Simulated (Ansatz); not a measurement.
Reactions of C4H10Si, SMILES `C=C([SiH3])CC`.

Gas-phase electronic energies from Ansatz, PBE0-D4/def2-TZVP geometries. CCSD(T)/CBS is the MP2 limit (def2-TZVPP, def2-QZVPP) plus CCSD(T) − MP2 in def2-TZVPP, frozen cores. This one scheme is used for every species, atoms too. For atomizations the MP2-based limit and the directly extrapolated one differ by several kJ/mol either way, and by 10 to 25 for some Ge, Se and Sn compounds, so smaller differences from it don't rank the levels. DFT in def2-TZVPP. B3LYP here is the variant with VWN-RPA as its local correlation; programs differ in this. Open shells (•) are unrestricted, without spin–orbit coupling. Spin–orbit coupling would lower the free atoms: a little for C, Si. One conformer a species, not always the lowest.

| reaction | ωB97M-V (kcal/mol) | PBE-D4 (kcal/mol) | PBE0-D4 (kcal/mol) | B3LYP-D4 (kcal/mol) |
| --- | --- | --- | --- | --- |
| `C=C([SiH3])CC` + `[NH2][AlH][SiH2]S` → `CS[SiH2][AlH][NH2]` + `C=C(C)[SiH3]` | 2.8 | 1.5 | 2.2 | 2.0 |
| `C=C([SiH3])CC` → 4 C• + 10 H• + Si• | 1367.1 | 1381.8 | 1368.7 | 1366.6 |
| `C=C([SiH3])CC` + H₂ → `C=C(C)[SiH3]` + CH₄ | -16.9 | -16.4 | -16.9 | -17.4 |
| `C=C([SiH3])CC` + HCl → `C=C([SiH3])CCl` + CH₄ | 2.7 | 2.0 | 2.9 | 1.8 |
| `C=C([SiH3])CC` + `[NH2][AlH2]` → `C=C([SiH3])[NH][AlH2]` + `CC` | 2.8 | 0.3 | 1.3 | 1.2 |
| `C=C([SiH3])CC` + `O[Si]S` → `[SiH3]O[Si]S` + `C=CCC` | -24.3 | -21.1 | -22.7 | -25.1 |
| `C=C([SiH3])CC` → `C/C=C\C[SiH3]` | -1.8 | -2.5 | -2.5 | -1.9 |
| `C=C([SiH3])CC` + `NC(N)S` → `NC(S)N[SiH3]` + `C=CCC` | -12.5 | -10.8 | -11.5 | -12.8 |
| `C=C([SiH3])CC` + CH₄ → `C=C(C)CC` + SiH₄ | 7.5 | 7.8 | 7.4 | 7.9 |
| `C=C([SiH3])CC` → `C[SiH2]C1CC1` | -6.1 | -6.1 | -7.8 | -2.2 |

Problem. Give the CCSD(T)/CBS values in the same order. (Estimate.)

Solution. Computed: 3.0, 1364.1, -16.3, 3.1, 3.9, -24.7, -1.3, -12.4, 7.6, -3.9 kcal/mol.

Largest T1 diagnostic: 0.015, for `O[Si]S`.
